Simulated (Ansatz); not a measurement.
As: band structure with PBEsol

As:

```
As
1.0
     1.82500   -5.50000    0.00000
     1.82500    5.50000    0.00000
     0.00000    0.00000    4.47000
As
4
Direct
  0.39000 0.61000 0.56000
  0.89000 0.11000 0.94000
  0.61000 0.39000 0.44000
  0.11000 0.89000 0.06000
```

This isn't the form of As at room conditions, which is rhombohedral.

```
Program             : Ansatz 0.2.0
Task                : band structure
Functional          : PBEsol
Potentials or basis : all-electron LAPW, scalar-relativistic
Cutoff              : 275 eV (chosen from the basis error)
Basis error allowed : 0.002 eV/atom
k mesh              : 8 × 8 × 6
Occupations         : fermi-dirac, width 0.05 eV
Spin                : no spin polarisation
```

The pressure is -0.3 GPa. The largest force is 0.113 eV/Å. The band gap along the path is none (metal or under the smearing width).

Forces on the atoms (eV/Å):
```
As   0.000  0.052  0.100
As   0.000  0.052 -0.100
As   0.000 -0.052 -0.100
As   0.000 -0.052  0.100
```

Stress tensor (GPa, compression positive):
```
 0.58  0.00  0.00
 0.00 -0.26  0.00
 0.00  0.00 -1.15
```

Levels at the corners of the path, in eV from the Fermi level:
```tsv
point	band 44	band 45	band 46	band 47	band 48	band 49
Γ	-2.22	-1.83	-1.04	1.97	2.03	2.52
X	-2.68	-2.26	-1.93	0.60	0.69	0.70
S	-2.50	-2.35	-2.35	0.84	0.84	1.03
R	-4.63	-1.80	-1.80	1.98	1.98	4.64
A	-3.96	-1.88	-1.88	2.27	2.27	4.51
Z	-1.94	-0.59	-0.59	1.04	1.04	2.09
Γ	-2.22	-1.83	-1.04	1.97	2.03	2.52
Y	-1.66	-1.22	-0.36	0.15	1.95	2.42
```

Wall time 60 s on 2 threads of Arm Neoverse V1, with other jobs on the host, peak memory 0.72 GiB.
